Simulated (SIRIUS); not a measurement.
The system is Ti.

```xyz
1
Lattice="0.0000 2.0300 2.0300 2.0300 0.0000 2.0300 2.0300 2.0300 0.0000" Properties=species:S:1:pos:R:3 pbc="T T T"
Ti    0.0000    0.0000    0.0000
```

This isn't the form of Ti at room conditions, which is hcp.

* Program: SIRIUS 7.12.0
* Task: single point
* Functional: PBEsol
* Potentials or basis: all-electron FP-LAPW
* Cutoff: 183 eV
* Basis: apw+lo standard
* k mesh: 11 × 11 × 11
* Occupations: fermi-dirac, width 0.05 eV
* Spin: no spin polarisation

On this cell: band gap on the k mesh none (metal or under the smearing width).

The same run follows on a disturbed copy (cell strained at random):

```
Ti
1.0
     0.02177    1.99869    2.03132
     2.00646    0.00299    2.05009
     2.03951    2.05051   -0.03005
Ti
1
Direct
  0.98433 0.00381 0.00663
```

Problem. What does the disturbed cell give?

Solution. The energy (extrapolated to zero smearing) moves by +5.7 meV/atom; band gap on the k mesh none (metal or under the smearing width).
